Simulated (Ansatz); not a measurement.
This script drives Ansatz 0.2.0, Python API.

`sio2_elastic.py`:
```python
# -*- coding: utf-8 -*-
from dataclasses import dataclass

import ansatz as az
import numpy as np


@dataclass(frozen=True)
class Settings:
    functional: str = "PBEsol"
    occupations: str = "fixed"
    kmesh: tuple[int, ...] = (6, 6, 8)


settings = Settings()

system = (
    az.Lattice.of((4.1773, 0.0, 0.0), (0.0, 4.1773, 0.0), (0.0, 0.0, 2.6652))
    .atom("Si", (0.0, 0.0, 0.0))
    .atom("Si", (0.5, 0.5, 0.5))
    .atom("O", (0.3059, 0.3059, 0.0))
    .atom("O", (0.1941, 0.8059, 0.5))
    .atom("O", (0.6941, 0.6941, 0.0))
    .atom("O", (0.8059, 0.1941, 0.5))
)

model = (
    system.calculation()
    .basis(38 * az.Ry)
    .functional(settings.functional)
    .occupations(settings.occupations)
    .kpoints(*settings.kmesh)
)
res = model.elastic("clamped_ion", amplitude=0.003).run(threads=1, backend="cpu")
elastic = res.elastic

C = np.asarray(elastic.c_gpa)
for i in range(6):
    for j in range(i, 6):
        if abs(C[i, j]) > 0.05:
            print(f"C{i + 1}{j + 1} = {C[i, j]:.1f} GPa")
print("smallest eigenvalue of C:", round(elastic.stability.min_eigenvalue_gpa, 1), "GPa; tensor positive definite:", elastic.stability.min_eigenvalue_gpa > 0)
if elastic.stability.min_eigenvalue_gpa > 0:
    m = elastic.moduli
    anisotropy = 5 * m.g_voigt_gpa / m.g_reuss_gpa + m.k_voigt_gpa / m.k_reuss_gpa - 6
    print(f"Voigt K {m.k_voigt_gpa:.1f} G {m.g_voigt_gpa:.1f}; Reuss K {m.k_reuss_gpa:.1f} G {m.g_reuss_gpa:.1f}; universal anisotropy index {anisotropy:.3f}")
```

It is started by `python sio2_elastic.py`. Estimate its wall time and peak memory on 1 thread of Arm Neoverse V1 (shared host).

It took about 90 s, with a peak of 0.45 GiB, for 1 run of the engine.

```console
$ python sio2_elastic.py
C11 = 535.7 GPa
C12 = 196.6 GPa
C13 = 201.3 GPa
C22 = 535.7 GPa
C23 = 201.3 GPa
C33 = 746.4 GPa
C44 = 255.0 GPa
C55 = 255.0 GPa
C66 = 320.3 GPa
smallest eigenvalue of C: 255.0 GPa; tensor positive definite: True
Voigt K 335.5 G 247.2; Reuss K 328.2 G 235.9; universal anisotropy index 0.261
```

What to keep in mind:
- With fixed filling the reported Fermi level is the top filled level among the k-points of the SCF.
- A positive definite tensor excludes instabilities under uniform strain alone; phonons elsewhere in the zone can still be imaginary.
- This is a high-temperature or high-pressure form, not the ambient phase.
- The cell stands under 4.3 GPa at these settings.
- The cell stands under an uneven stress, so these stress-strain coefficients aren't symmetric, and eigenvalues smaller than that stress decide nothing.
- These are clamped-ion constants: where atoms have free coordinates under strain, the relaxed-ion ones can be far smaller or negative, so this tensor doesn't settle whether the crystal is stable.
- The starting cell is as deposited in a crystallographic database; the results hold for this polymorph, which needn't be the stable one.
- The constants belong to the cell that was strained; where it wasn't relaxed first it may be under stress.
